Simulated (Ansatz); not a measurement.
Write the native input for Ansatz 0.2.0 that does the following.

| Property | Result |
| --- | --- |
| Task | single point |
| Functional | PBE |
| Potentials or basis | Ansatz PAW |
| Cutoff | 420 eV (not typed: the program's choice for these potentials) |
| k mesh | 12 × 12 × 1 |
| Occupations | fermi-dirac, width 0.05 eV |
| Spin | no spin polarisation |
| Boundary along the surface normal | dipole_correction |
| Miller | [0, 0, 1] |
| Bulk formula | Cu |

Cu, a slab with vacuum:

```
Cu
1.0
     2.53410    0.00000    0.00000
    -1.26705    2.19459    0.00000
     0.00000    0.00000   27.33771
Cu
7
Direct
  0.66667 0.33333 0.27435
  0.33333 0.66667 0.34956
  0.66667 0.33333 0.42478
  0.33333 0.66667 0.50000
  0.66667 0.33333 0.57522
  0.33333 0.66667 0.65044
  0.66667 0.33333 0.72565
```

The cell isn't the ideal one: the (0 0 1) slab of Cu, cut from the database cell, not relaxed.

These files were run (other wordings do the same):

input.yaml

```yaml
crystal:
  lattice:
    - [2.5340966698, 0.0, 0.0]
    - [-1.2670483349, 2.1945920917, 0.0]
    - [0.0, 0.0, 27.337713]
  atoms:
    - { symbol: Cu, position: [0.66666667, 0.33333334, 0.2743462849] }
    - { symbol: Cu, position: [0.33333333, 0.66666666, 0.34956419] }
    - { symbol: Cu, position: [0.66666667, 0.33333334, 0.424782095] }
    - { symbol: Cu, position: [0.33333333, 0.66666666, 0.5] }
    - { symbol: Cu, position: [0.66666667, 0.33333334, 0.575217905] }
    - { symbol: Cu, position: [0.33333333, 0.66666666, 0.65043581] }
    - { symbol: Cu, position: [0.66666667, 0.33333334, 0.7256537151] }
hamiltonian:
  xc: pbe
  pseudopotentials: { kind: paw }
kpoints:
  mp_grid: { grid: [12, 12, 1] }
scf:
  occupations: { method: fermi_dirac, width: 0.05 }
output:
  forces: true
  eigenvalues: true
  write_density: true
  write_potential: true
  elf: true
  volumetric_format: npy
efield:
  axis: 3
  dipole_correction: true
  ramp_width: 0.04
```

Potentials or basis: Ansatz PAW.

The run is started by

```bash
$ ansatz run input.yaml --threads 4 --pin off --max-ram 11264MiB --backend cpu --events-out ev --progress --plain --runs-dir out
```

It gave:

```json
{"Largest force": "0.219 eV/Å", "Band gap on the k mesh": "none (metal or under the smearing width)", "Work function of the upper face": "4.82 eV", "Work function of the lower face": "4.82 eV", "Dipole across the slab": "0.000 e·Å"}
```

Wall time 8.6 s on 4 threads of Arm Neoverse V2 (shared host), peak memory 0.61 GiB.
